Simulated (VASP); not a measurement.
# Sb (I4/mmm) in VASP: notebook

The runs below take Sb through single point, with r2SCAN.

Program: VASP 6.6.1. These are calculated values, not measurements. Logs are shortened: lines on timing, memory, paths and dates and some standing lists are left out, and cuts for length are marked.

## Step 1: The crystal as given

It takes space group I4/mmm (No. 139, tetragonal). The conventional cell has a = 3.153 Å, b = 3.153 Å, c = 5.424 Å, α = 90.00°, β = 90.00°, γ = 90.00°. Around Sb (site symmetry 4/mmm) lie 12 Sb at 3.15 to 3.51 Å.

This isn't the form of Sb at room conditions, which is rhombohedral.

## Step 2: Single point, r2SCAN

Input file INCAR:

```
ADDGRID = False
ALGO = Normal
EDIFF = 1E-6
ENCUT = 400
ISIF = 2
ISMEAR = 0
LASPH = False
LCHARG = False
LMIXTAU = True
LREAL = False
LWAVE = False
METAGGA = R2SCAN
NBANDS = 8
NELM = 100
PREC = Accurate
SIGMA = 0.05
```

Input file KPOINTS:

```
k-points
0
Gamma
  5 5 5
```

Input file POSCAR:

```
Sb
1.0
   -1.5765401831      1.5765401831      2.7119384313
    1.5765401831     -1.5765401831      2.7119384313
    1.5765401831      1.5765401831     -2.7119384313
Sb
1
Direct
    0.0000000000      0.0000000000      0.0000000000
```

Potentials or basis: VASP PAW PBE potentials, release 64 (Sb).

The run is started by

```sh
> cat potpaw_PBE.64/Sb/POTCAR > POTCAR
> mpirun -np 1 vasp_std > vasp.out
```

OUTCAR:

```text
EDIFF = 1E-6
   ENCUT = 400
   ISIF = 2
   ISMEAR = 0
   LASPH = False
   LREAL = False
   METAGGA = R2SCAN
   NELM = 100
   PREC = Accurate
     LASPH = .TRUE.)

 Found     18 irreducible k-points:

 Following reciprocal coordinates:
            Coordinates               Weight
  0.000000  0.000000  0.000000      1.000000
  0.200000 -0.000000  0.000000      8.000000
  0.400000  0.000000 -0.000000      8.000000
  0.200000  0.200000  0.000000      8.000000
  0.400000  0.200000  0.000000     16.000000
 -0.400000  0.200000 -0.000000     16.000000
   k-points           NKPTS =     18   k-points in BZ     NKDIM =     18   number of bands    NBANDS=      8
   number of dos      NEDOS =    301   number of ions     NIONS =      1
   total plane-waves  NPLWV =  13824
   dimension x,y,z NGX =    24 NGY =   24 NGZ =   24
   dimension x,y,z NGXF=    48 NGYF=   48 NGZF=   48
   ions per type =               1
   NGX,Y,Z   is equivalent  to a cutoff of  11.36, 11.36, 11.36 a.u.
   NGXF,Y,Z  is equivalent  to a cutoff of  22.73, 22.73, 22.73 a.u.
 SYSTEM =  unknown system
   PREC   = accura    normal or accurate (medium, high low for compatibility)
   ISTART =      0    job   : 0-new  1-cont  2-samecut
   ICHARG =      2    charge: 1-file 2-atom 10-const
   ISPIN  =      1    spin polarized calculation?
   LNONCOLLINEAR =      F non collinear calculations
   LSORBIT =      F    spin-orbit coupling
   LASPH  =      F    aspherical Exc in radial PAW
   ENCUT  =  400.0 eV  29.40 Ry    5.42 a.u.   5.73  5.73  5.73*2*pi/ulx,y,z
   NELM   =    100;   NELMIN=  2; NELMDL= -5     # of ELM steps
   EDIFF  = 0.1E-05   stopping-criterion for ELM
   LREAL  =      F    real-space projection
   EDIFFG = 0.1E-04   stopping-criterion for IOM
   NSW    =      0    number of steps for IOM
   IBRION =     -1    ionic relax: 0-MD 1-quasi-New 2-CG
   NFREE  =      0    steps in history (QN), initial steepest desc. (CG)
   ISIF   =      2    stress and relaxation
   ISYM   =      2    0-nonsym 1-usesym 2-fastsym
   POTIM  = 0.5000    time-step for ionic-motion
   TEBEG  =    0.0;   TEEND  =   0.0 temperature during run
   PSTRESS=    0.0 pullay stress
   NELECT =       5.0000    total number of electrons
   NUPDOWN=      -1.0000    fix difference up-down
   EMIN   =  10.00;   EMAX   =-10.00  energy-range for DOS
   EFERMI =   0.00;   METHOD = LEGACY
   ISMEAR =     0;   SIGMA  =   0.05  broadening in eV -4-tet -1-fermi 0-gaus
   EFERMI_NEDOS =   21; number of points for ismear=-14 and -15
   IALGO  =     38    algorithm
   IMIX   =      4    mixing-type and parameters
     AMIX     =   0.40;   BMIX     =  1.00
     AMIX_MAG =   1.60;   BMIX_MAG =  1.00
  volume/ion in A,a.u.               =      26.96       181.95
  Fermi-wavevector in a.u.,A,eV,Ry     =   0.933573  1.764197 11.858269  0.871558
  Thomas-Fermi vector in A             =   2.060288
   LORBIT       =      0    0 simple, 1 ext, 2 COOP (PROOUT), +10 PAW based schemes
   METAGGA = R2SCAN    functional components
   LHFCALC =     F    Hartree Fock is set to
   AEXX    =    0.0000 exact exchange contribution
   IVDW    =     0    specifies the selected vdW correction
   LEPSILON=     F    determine dielectric tensor
   LRPA    =     F    only Hartree local field effects (RPA)
 non-spin polarized calculation
 Gauss-broadening in eV      SIGMA  =   0.05
  energy-cutoff  :      400.00
  volume of cell :       26.96
 maximum number of plane-waves:       501
   NGX = 11   NGY = 11   NGZ = 11

 number of electron       5.0000001 magnetization

 Free energy of the ion-electron system (eV)
  ---------------------------------------------------
  ext. energy  EPLUGINS =         0.00000000
  ---------------------------------------------------
  free energy    TOTEN  =       -25.17885363 eV

  energy without entropy =      -25.17373030  energy(sigma->0) =      -25.17629197

 E-fermi :   8.6501     XC(G=0): -10.7924

 val. band max:        8.6447338409   @ k =   0.4000   0.4000  -0.0000
 cond. band min:       8.6680263577   @ k =   0.4000   0.2000   0.0000
 fundamental gap:      0.0232925168
 Fermi energy:         8.6501318491

 k-point     1 :       0.0000    0.0000    0.0000
  band No.  band energies     occupation
      1      -5.1385      2.00000
      2      13.3316      0.00000
      3      14.1849      0.00000
      4      14.1849      0.00000
      5      18.1575      0.00000
      6      19.6725      0.00000
      7      19.7341      0.00000
      8      19.7342      0.00000

 k-point     2 :       0.2000   -0.0000    0.0000
  band No.  band energies     occupation
      1      -4.2934      2.00000
      2       9.2352      0.00000
      3      12.0295      0.00000
      4      14.0662      0.00000
      5      16.6307      0.00000
      6      18.4874      0.00000
      7      20.9090      0.00000
      8      21.1272      0.00000

 k-point     3 :       0.4000    0.0000   -0.0000
  band No.  band energies     occupation
      1      -1.9487      2.00000
      2       3.6452      2.00000
      3      10.4944      0.00000
      4      14.0959      0.00000
      5      15.1910      0.00000
      6      18.7833      0.00000
      7      20.0454      0.00000
      8      20.5808      0.00000

 k-point     4 :       0.2000    0.2000    0.0000
  band No.  band energies     occupation
      1      -3.0557      2.00000
      2       7.9975      2.00000
      3       8.7278      0.02813
      4      11.2819      0.00000
      5      17.3808      0.00000
      6      18.6478      0.00000
      7      19.7139      0.00000
      8      21.5594      0.00000

 k-point     5 :       0.4000    0.2000    0.0000
  band No.  band energies     occupation
      1      -0.6236      2.00000
      2       3.5189      2.00000
      3       8.6680      0.61276
      4      10.2037      0.00000
      5      15.4690      0.00000
      6      17.8638      0.00000
      7      22.3934      0.00000
      8      22.4504      0.00000

 k-point     6 :      -0.4000    0.2000   -0.0000
  band No.  band energies     occupation
      1      -1.8379      2.00000
      2       5.4333      2.00000
      3       9.7210      0.00000
      4      10.7176      0.00000
      5      15.1582      0.00000
      6      17.3543      0.00000
      7      18.8487      0.00000
      8      23.6980      0.00000

 [... further k-points ...]

------------------------ aborting loop because EDIFF is reached ----------------------------------------

  FORCE on cell =-STRESS in cart. coord.  units (eV):
  Direction    XX          YY          ZZ          XY          YZ          ZX
  --------------------------------------------------------------------------------------
  -------------------------------------------------------------------------------------
  Total        0.0561406      0.0561406      0.3401479      0.0000000     -0.0000000      0.0000000
  in kB        3.3360911      3.3360911     20.2128899      0.0000000     -0.0000000      0.0000000
  external PRESSURE =       8.9616907 kB  Pullay stress =       0.0000000 kB

 VOLUME and BASIS-vectors are now :
 -----------------------------------------------------------------------------
  energy-cutoff  :      400.00
  volume of cell :       26.96
      direct lattice vectors                 reciprocal lattice vectors
    -1.576540183  1.576540183  2.711938431     0.000000000  0.317150178  0.184369967
     1.576540183 -1.576540183  2.711938431     0.317150178  0.000000000  0.184369967
     1.576540183  1.576540183 -2.711938431     0.317150178  0.317150178  0.000000000

 POSITION                                       TOTAL-FORCE (eV/Angst)
 -----------------------------------------------------------------------------------
      0.00000      0.00000      0.00000         0.000000     -0.000000      0.000000
 -----------------------------------------------------------------------------------
    total drift:                                0.000000      0.000000     -0.000000

  FREE ENERGIE OF THE ION-ELECTRON SYSTEM (eV)
  ---------------------------------------------------
  free  energy   TOTEN  =       -25.1788536285 eV

  energy  without entropy=      -25.1737303045  energy(sigma->0) =      -25.17629197
```

Run time: 7.4 s. Hardware: 1 thread of Intel Xeon Platinum 8375C at 2.90GHz (Ice Lake), shared host; peak memory 0.13 GiB.

The run converged, but some of its settings lie outside the range that counts as converged, so its numbers aren't taken as properties of the crystal.

What came out:

- Free energy: -25.1789 eV
- Pressure: 0.9 GPa
- Band gap on the k mesh: none (metal or under the smearing width)

Caveat: the k mesh is coarse (spacing up to 0.56 Å⁻¹), so the values aren't converged; the PAW data sets were made with another functional, which shifts forces and pressure a little.

## Step 3: Single point, r2SCAN

INCAR is that of step 2.

KPOINTS is that of step 2.

Input file POSCAR:

```
Sb
1.0
   -1.5638750000      1.6131910000      2.7402030000
    1.6104090000     -1.5604430000      2.7365900000
    1.5281950000      1.5247630000     -2.7095380000
Sb
1
Direct
    0.0004760000      0.0218010000      0.0165680000
```

Potentials or basis: VASP PAW PBE potentials, release 64 (Sb).

The run is started by

```sh
> cat potpaw_PBE.64/Sb/POTCAR > POTCAR
> mpirun -np 1 vasp_std > vasp.out
```

It took 20 s on 1 thread of Intel Xeon Platinum 8375C at 2.90GHz (Ice Lake), shared host; peak memory 0.14 GiB.

These settings aren't checked as converged: the numbers below hold their error.

Results:

| Quantity | Value |
| --- | --- |
| Free energy | -25.1982 eV |
| Pressure | 0.8 GPa |
| Band gap on the k mesh | none (metal or under the smearing width) |

Caveat: the k mesh is coarse (spacing up to 0.57 Å⁻¹), so the values aren't converged; the PAW data sets were made with another functional, which shifts forces and pressure a little.

## Step 4: Single point, r2SCAN

Input file INCAR:

```
ADDGRID = False
ALGO = Normal
EDIFF = 1E-4
ENCUT = 400
ISIF = 2
ISMEAR = 0
LASPH = True
LCHARG = False
LMIXTAU = True
LREAL = Auto
LWAVE = False
METAGGA = R2SCAN
NBANDS = 8
NELM = 100
PREC = Normal
SIGMA = 0.05
```

KPOINTS is that of step 3.

Input file POSCAR:

```
Sb
1.0
   -1.5765401831      1.5765401831      2.7119384313
    1.5765401831     -1.5765401831      2.7119384313
    1.5765401831      1.5765401831     -2.7119384313
Sb
1
Direct
    0.0000000000      0.0000000000      0.0000000000
```

The run is started by

```sh
> cat potpaw_PBE.64/Sb/POTCAR > POTCAR
> mpirun -np 1 vasp_std > vasp.out
```

Run time: 7.4 s. Hardware: 1 thread of Intel Xeon Platinum 8375C at 2.90GHz (Ice Lake), shared host; peak memory 0.12 GiB.

These settings aren't checked as converged: the numbers below hold their error.

What came out:

```
Free energy            : -25.1782 eV
Pressure               : 1.1 GPa
Band gap on the k mesh : none (metal or under the smearing width)
```

Caveat: the k mesh is coarse (spacing up to 0.56 Å⁻¹), so the values aren't converged; the PAW data sets were made with another functional, which shifts forces and pressure a little.
